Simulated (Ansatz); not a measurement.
# Hg (hcp type): a single-point run

Wanted: a converged single-point run for Hg (hcp type), and a check of what comes out. The structure is shown as the input types it.

Program: Ansatz 0.2.0. Level of theory: DFT, PBE, all-electron PAW with datasets made for the crystal, scalar-relativistic. These are calculated values, not measurements.

## 1. The starting structure

The structure is hexagonal, space group P6_3/mmc (No. 194). Conventional cell: a = 2.697 Å, b = 2.697 Å, c = 4.469 Å, α = 90.00°, β = 90.00°, γ = 120.00°. Hg (site symmetry -6m2) is surrounded by 12 Hg at 2.70 to 2.72 Å.

As a file:

```cif
data_structure
_symmetry_space_group_name_H-M 'P 1'
_symmetry_Int_Tables_number 1
_cell_length_a 2.6974
_cell_length_b 2.6974
_cell_length_c 4.4690
_cell_angle_alpha 90.000
_cell_angle_beta 90.000
_cell_angle_gamma 120.000
_cell_volume 28.16
loop_
_atom_site_label
_atom_site_type_symbol
_atom_site_fract_x
_atom_site_fract_y
_atom_site_fract_z
_atom_site_occupancy
Hg1 Hg 0.33333 0.66667 0.25000 1
Hg2 Hg 0.66667 0.33333 0.75000 1
```

## 2. The calculation

Contents of input.yaml:

```yaml
crystal:
  lattice:
    - [2.697443033, 0.0, 0.0]
    - [-1.3487215165, 2.3360541919, 0.0]
    - [0.0, 0.0, 4.4689626135]
  atoms:
    - { symbol: Hg, position: [0.3333333333, 0.6666666667, 0.25] }
    - { symbol: Hg, position: [0.6666666667, 0.3333333333, 0.75] }
kpoints:
  mp_grid: { grid: [14, 14, 8] }
scf:
  occupations: { method: fixed }
  max_iter: 100
hamiltonian:
  xc: pbe
  pseudopotentials: { kind: all_electron, datasets: crystal }
output:
  forces: true
  stress: true
  eigenvalues: true
```

On the command line:

```console
> ansatz run input.yaml --threads 1 --pin off --max-ram 2048MiB --backend cpu --events-out ev --progress --plain --runs-dir out
```

What happens when this is run?

The run converged and reported no error, with warnings (band overlap at count, crystal datasets made, metallic iterate). It gives a pressure of 122 GPa, which is large; a structure far from rest gives such values too, whatever the setting.

In the input, scf.occupations.method is fixed; scf.occupations.width is missing. The risk: fixed occupations where they can't hold. It still converged here, which does not make the setting sound.

The test: set scf.occupations.method to fermi_dirac and scf.occupations.width to 0.05.
